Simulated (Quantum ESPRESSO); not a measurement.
Runs of Quantum ESPRESSO 7.5 on Ni. It takes space group Fm-3m (No. 225, cubic). The conventional cell has a = 3.475 Å, b = 3.475 Å, c = 3.475 Å, α = 90.00°, β = 90.00°, γ = 90.00°. Around Ni (site symmetry m-3m) lie 12 Ni at 2.46 Å. 

| task | level | potentials or basis | cell | k mesh | cutoff (eV) | smearing | form of the LDA correlation | q mesh | gap on the mesh (eV) | pressure (GPa) | moment (μB) |
| --- | --- | --- | --- | --- | --- | --- | --- | --- | --- | --- | --- |
| phonons | RPBE | GBRV 1.5 PBE | relaxed | 11 × 11 × 11 | 612 | cold 0.2 eV | - | - | none | 0.8 | 0.59 |
| single point | PBE | SSSP 1.3 efficiency PBE | as given | 13 × 13 × 13 | 748 | fermi-dirac 0.05 eV | - | - | none | 7.7 | 0.63 |
| phonons | LDA | GBRV 1.5 LDA | relaxed | 9 × 9 × 9 | 612 | cold 0.2 eV | PZ81 | - | none | -0.3 | (a) |
| band structure | PBEsol | PseudoDojo 0.4.1 SR PBEsol standard | as given | 13 × 13 × 13 | 1333 | fermi-dirac 0.05 eV | - | - | none | -2.3 | 0.63 |
| phonons | PBEsol | GBRV 1.5 PBEsol | relaxed | 11 × 11 × 11 | 612 | cold 0.2 eV | - | - | none | -0.1 | 0.58 |
| phonon dispersion | PBE | GBRV 1.5 PBE | relaxed | 12 × 12 × 12 | 612 | methfessel-paxton 0.2 eV | - | 2 × 2 × 2 | none | 0.4 | 0.70 |
| phonons | PBE | GBRV 1.5 PBE | relaxed | 11 × 11 × 11 | 612 | cold 0.2 eV | - | - | none | 0.4 | 0.59 |
| phonons | WC | GBRV 1.5 PBE | relaxed | 11 × 11 × 11 | 612 | cold 0.2 eV | - | - | none | -0.1 | 0.58 |

Alike in all rows: spin collinear, ferromagnetic start.

**Question.** Fill in the values left out.

**Answer.** (a) 0.52.

Caveats: the mesh is thin for the phonons of a metal (some runs); the q point doesn't lie on the k mesh, which can shift a metal's frequencies strongly unless the mesh is converged (some runs); the potentials were made for another functional, which shifts forces and pressure (some runs).

A k mesh can miss the band edges.

A gap of «none» marks a metal or a gap under the smearing width.

Not every run made on this cell is shown here.
